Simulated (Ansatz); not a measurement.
# Re in Au(111), 2x2: scattering by a point defect, part 3 of 3

Aim: the resistance that Re in Au(111), 2x2 adds to the host.

Ansatz 0.2.0; Ansatz plane-wave DFT, PBE, PAW files; ballistic transport by layer matching (Landauer), zero bias; PAW set soft_1 (the session's first sound run).

So far, resistivity per at.% scaled from this dense plane, with the factor 3/4 for isotropic scattering (µΩ cm): step 3 (resistance at ideal sites) 18.7.

## Step 5: Transmission after relaxation, relaxed yes

The transmission is solved again on the relaxed atoms.

This step: Ansatz plane-wave DFT, PBE, PAW files; ballistic transport by layer matching (Landauer), zero bias; PAW set soft_1 (Ansatz 0.2.0).

The input, input.yaml:

```yaml
crystal:
  lattice:
    - [5.7675164608, 0.0, 0.0]
    - [-2.8837582304, 4.9948157717, 0.0]
    - [-1.4418791152, 0.8324692953, 25.9003660885]
  atoms:
    - { symbol: Au, position: [0.0075757576, 0.9924242424, 0.0454545455] }
    - { symbol: Au, position: [0.0075757576, 0.4924242424, 0.0454545455] }
    - { symbol: Au, position: [0.5075757576, 0.9924242424, 0.0454545455] }
    - { symbol: Au, position: [0.5075757576, 0.4924242424, 0.0454545455] }
    - { symbol: Au, position: [0.1893939394, 0.3106060606, 0.1363636364] }
    - { symbol: Au, position: [0.1893939394, 0.8106060606, 0.1363636364] }
    - { symbol: Au, position: [0.6893939394, 0.3106060606, 0.1363636364] }
    - { symbol: Au, position: [0.6893939394, 0.8106060606, 0.1363636364] }
    - { symbol: Au, position: [0.3712121212, 0.1287878788, 0.2272727273] }
    - { symbol: Au, position: [0.3712121212, 0.6287878788, 0.2272727273] }
    - { symbol: Au, position: [0.8712121212, 0.1287878788, 0.2272727273] }
    - { symbol: Au, position: [0.8712121212, 0.6287878788, 0.2272727273] }
    - { symbol: Au, position: [0.0542937569, 0.9470755667, 0.3184683471] }
    - { symbol: Au, position: [0.0536282101, 0.4463717899, 0.3200583496] }
    - { symbol: Au, position: [0.5526644254, 0.9473355746, 0.3184370454] }
    - { symbol: Au, position: [0.5529244333, 0.4457062431, 0.3184683471] }
    - { symbol: Au, position: [0.2375710184, 0.2624289816, 0.4112255124] }
    - { symbol: Au, position: [0.2374918914, 0.768189804, 0.4112781429] }
    - { symbol: Au, position: [0.731810196, 0.2625081086, 0.4112781429] }
    - { symbol: Au, position: [0.7349606119, 0.7650393881, 0.4078680881] }
    - { symbol: Re, position: [0.4166666667, 0.0833333333, 0.5] }
    - { symbol: Au, position: [0.4166666667, 0.5833333333, 0.5] }
    - { symbol: Au, position: [0.9166666667, 0.0833333333, 0.5] }
    - { symbol: Au, position: [0.9166666667, 0.5833333333, 0.5] }
    - { symbol: Au, position: [0.1015231373, 0.904158558, 0.5887218571] }
    - { symbol: Au, position: [0.0983727214, 0.4016272786, 0.5921319119] }
    - { symbol: Au, position: [0.595762315, 0.904237685, 0.5887744876] }
    - { symbol: Au, position: [0.595841442, 0.3984768627, 0.5887218571] }
    - { symbol: Au, position: [0.280668908, 0.219331092, 0.6815629546] }
    - { symbol: Au, position: [0.2804089, 0.7209604236, 0.6815316529] }
    - { symbol: Au, position: [0.7790395764, 0.2195911, 0.6815316529] }
    - { symbol: Au, position: [0.7797051233, 0.7202948767, 0.6799416504] }
    - { symbol: Au, position: [0.4621212121, 0.0378787879, 0.7727272727] }
    - { symbol: Au, position: [0.4621212121, 0.5378787879, 0.7727272727] }
    - { symbol: Au, position: [0.9621212121, 0.0378787879, 0.7727272727] }
    - { symbol: Au, position: [0.9621212121, 0.5378787879, 0.7727272727] }
    - { symbol: Au, position: [0.1439393939, 0.8560606061, 0.8636363636] }
    - { symbol: Au, position: [0.1439393939, 0.3560606061, 0.8636363636] }
    - { symbol: Au, position: [0.6439393939, 0.8560606061, 0.8636363636] }
    - { symbol: Au, position: [0.6439393939, 0.3560606061, 0.8636363636] }
    - { symbol: Au, position: [0.3257575758, 0.1742424242, 0.9545454545] }
    - { symbol: Au, position: [0.3257575758, 0.6742424242, 0.9545454545] }
    - { symbol: Au, position: [0.8257575758, 0.1742424242, 0.9545454545] }
    - { symbol: Au, position: [0.8257575758, 0.6742424242, 0.9545454545] }
kpoints:
  mp_grid: { grid: [5, 5, 1] }
hamiltonian:
  xc: pbe
  pseudopotentials: { kind: paw, azcp: { folder: soft_1 } }
scf:
  occupations: { method: fermi_dirac, width: 0.1 }
output:
  transmission:
    leads: [[0, 4]]
    kmesh: [10, 10]
    e_range: [-0.05, 0.05]
    de: 0.05
  write_potential: true
  write_density: true
  volumetric_format: npy
```

Command:

```bash
> ansatz run input.yaml --threads 4 --pin off --max-ram 15360MiB --backend cpu --events-out ev --progress --plain --runs-dir out
```

Numbers of over 12 decimals in the logs are rounded to 6 here.

Output:

```text
[...]
Crystal: 44 atoms, lattice volume = 746.130 Å³
Basis set: ecut = 420 eV, 14649 PW (Γ)
Bands: 500, of which v1, the nominal top of the filled ones, is band 416 counted from 1 (415 counted from 0)
Symmetry: 4 space group operations
[...]
k-points: 9 of 25
[...]
SCF iter   1: F=—  HF=-576396.485513 eV  |F-HF|=—  |Δ(HF+E_count)|=         —  Δρ=1.01e-1  dr2=2.88e2  ethr=3.10e-3  ⟨swp⟩=4.1  Hψ=13377  notcnv=0  defer=113
[...]
SCF iter  12: F=-576367.489335 eV  HF=-576367.489335 eV  |F-HF|=3.99e-8  |Δ(HF+E_count)|=   7.33e-9  Δρ=8.04e-7  dr2=4.39e-8  ethr=1.20e-11  ⟨swp⟩=10.3  Hψ=18606  notcnv=0
SCF 1 converged in 12 iterations: F = -576367.489335 eV  dr2 = 4.39e-8
[...]
transmission: 118 of 1178 steps passed
transmission: 238 of 1178 steps passed
[...]
transmission: 1178 of 1178 steps passed
SCF converged after 12 iterations
Free energy (F): -576367.489335 eV
[...]
Internal energy: -576366.797874 eV  (E = F + TS)
E sigma→0 (E₀):  -576367.143604 eV
Entropy (-TS):   -0.691461 eV (-15.715 meV/atom)
Fermi energy:    20.704514 eV
[...]
--- Band table (eV; the first three rows and the last of 9) ---
  k-point 0: bands = [... 412 lower, 20.8287, 20.8893, 20.9589, 21.1461, 21.3077, 21.4721, 21.4858, 21.5760, ... 80 higher]
  k-point 1: bands = [... 412 lower, 20.4834, 20.5945, 20.6376, 20.6848, 20.7232, 20.7607, 20.8272, 20.9451, ... 80 higher]
  k-point 2: bands = [... 412 lower, 20.4505, 20.4766, 20.5335, 20.5847, 20.6813, 20.7417, 20.7860, 21.0793, ... 80 higher]
  k-point 8: bands = [... 412 lower, 20.4393, 20.4670, 20.5005, 20.5387, 20.5896, 20.8696, 20.8986, 20.9087, ... 80 higher]
--- Transmission ---
  basis      : 253 plane waves across, 38 finite elements along
  points     : 31, standing for a mesh of 10 x 10
[...]
channels       : 3.210000e0 a spin
[...]
junction   : crystal 0 to crystal 0, 0.70 to 24.24 Å
    transmission   : 1.309258e0 a spin
[...]
```

Run time: 3.7 min. Hardware: 4 threads of Intel Xeon Platinum 8488C (Sapphire Rapids), shared host; peak memory 6.5 GiB.

This step gave:

```yaml
free_energy: -576367.4893 eV
energy_at_zero_smearing: -576367.1436 eV
transmission_per_spin_nearest_the_fermi_level: 1.309
open_channels_per_spin_nearest_the_fermi_level: 3.21
step_of_the_lead_s_potential: 11.5 meV
```

Per spin. Transmission, zone mean against energy, zero at the Fermi level:

| energy (eV) | transmission, zone mean |
| --- | --- |
| -0.0500 | 1.32 |
| 0.0000 | 1.31 |
| 0.0500 | 1.30 |

Transmission over k1 and k2. At 0.0000 eV from the Fermi level.

Ten even steps from '_' (0.43) to '@' (2.46):
```
==##======##==..__..
..==##----##==..____
..==--@@::@@--==....
====--::++++::--====
######@@++==++@@####
======--::++++::--==
......==--@@::@@--==
..____..==##----##==
==..__..==##======##
##==....==##==....==
```
Columns: k1 (b1) from -0.5 to 0.4; rows upwards: k2 (b2) from -0.5 to 0.4.

Over the solved energies the transmission per spin lies between 1.30 and 1.32, out of 3.21 channels of the lead on average (up to 3.21).

## Step 6: Resistance after relaxation

This step: Ansatz plane-wave DFT, PBE, PAW files; ballistic transport by layer matching (Landauer), zero bias; area resistance of the defect plane and resistivity an atomic per cent; PAW set soft_1 (Ansatz 0.2.0).

This step gave:

* area resistance: 1.680 fΩ m²
* T over the leads' mean channel count: 0.4080
* resistivity per at.% scaled from this dense plane, with the factor 3/4 for isotropic scattering: 21.41 µΩ cm

Averaged over the energies near the Fermi level, 40.8 % of the channels pass, which makes 1.68 fΩ m², against 1.46 on ideal sites.

## Step 7: What came out

```
share of channels that pass, rigid                                : 0.443
area resistance, rigid                                            : 1.46 fΩ m²
resistivity per at.% from the area resistance, times 3/4, rigid   : 18.7 µΩ cm
share of channels that pass, relaxed                              : 0.408
area resistance, relaxed                                          : 1.68 fΩ m²
resistivity per at.% from the area resistance, times 3/4, relaxed : 21.4 µΩ cm
```

**Reading.** The plane of defects adds 1.7 fΩ m². Scaled to one atomic per cent that is 29 µΩ cm as it stands and 21 with the factor 3/4 for isotropic scattering on a spherical Fermi surface; with the reflection in place of the resistance taken as linear in the density it would be 8.7. These are rough estimates of the dilute value, not bounds. One Re in each 2x2 cell reflects 59 % of the lead's channels. The relaxed cell differs by 15 % in resistance; between the two runs the lead's own channel count goes from 3.19 to 3.21, so sampling may have a part in it. The defects form a dense periodic sheet that scatters coherently, unlike a dilute random alloy. T and N are means over the solved energies nearest the Fermi level. Spin-orbit coupling is left out, which matters for Au and Re.

[Logs are printed without paths, hosts, clocks, repeated set-up lines and the standing remarks that a program may print on its own settings, such as how far it seeks lower states.]

[Hosts, paths, dates, database ids (printed as entryN), source tags and the programs' standing remarks are cut or masked in the printed files.]
